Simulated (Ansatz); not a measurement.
Set up this calculation in Ansatz 0.2.0, as the native input.

- Task: elastic constants
- Functional: PBEsol
- Potentials or basis: Ansatz PAW
- Cutoff: 420 eV (not typed: the program's choice for these potentials)
- k mesh: 10 × 10 × 6
- Occupations: fermi-dirac, width 0.05 eV
- Spin: no spin polarisation
- Atoms under strain: clamped

Pt:

```
Pt
1.0
     2.76067    0.00000    0.00000
    -1.38033    2.39081    0.00000
     0.00000    0.00000    4.79213
Pt
2
Direct
  0.33333 0.66667 0.25000
  0.66667 0.33333 0.75000
```

This isn't the form of Pt at room conditions, which is fcc.

One way to write it, as run:

input.yaml

```yaml
crystal:
  lattice:
    - [2.7606656158, 0.0, 0.0]
    - [-1.3803328079, 2.3908065546, 0.0]
    - [0.0, 0.0, 4.792134]
  atoms:
    - { symbol: Pt, position: [0.3333333333, 0.6666666667, 0.25] }
    - { symbol: Pt, position: [0.6666666667, 0.3333333333, 0.75] }
hamiltonian:
  xc: pbesol
  pseudopotentials: { kind: paw }
kpoints:
  mp_grid: { grid: [10, 10, 6] }
scf:
  occupations: { method: fermi_dirac, width: 0.05 }
output:
  forces: true
  stress: true
elastic:
  mode: clamped_ion
  stencil: two_point
```

Potentials or basis: Ansatz PAW.

Run with:

```sh
$ ansatz run input.yaml --threads 2 --pin off --max-ram 5632MiB --backend cpu --events-out ev --progress --plain --runs-dir out
```

Results of the run:

```json
{
 "Pressure": "-10.6 GPa",
 "Band gap on the k mesh": "none (metal or under the smearing width)",
 "Voigt bulk modulus": "223 GPa"
}
```

Caveat: the cell is more than 3 GPa from zero pressure, which shifts response properties; elastic constants of metals need much finer meshes, so these are rough; the PAW data sets come from PBE, with cores solved anew for the run's functional, which leaves a small shift of forces and pressure.

Wall time 11 s on 2 threads of Arm Neoverse V2 (shared host), peak memory 0.37 GiB.
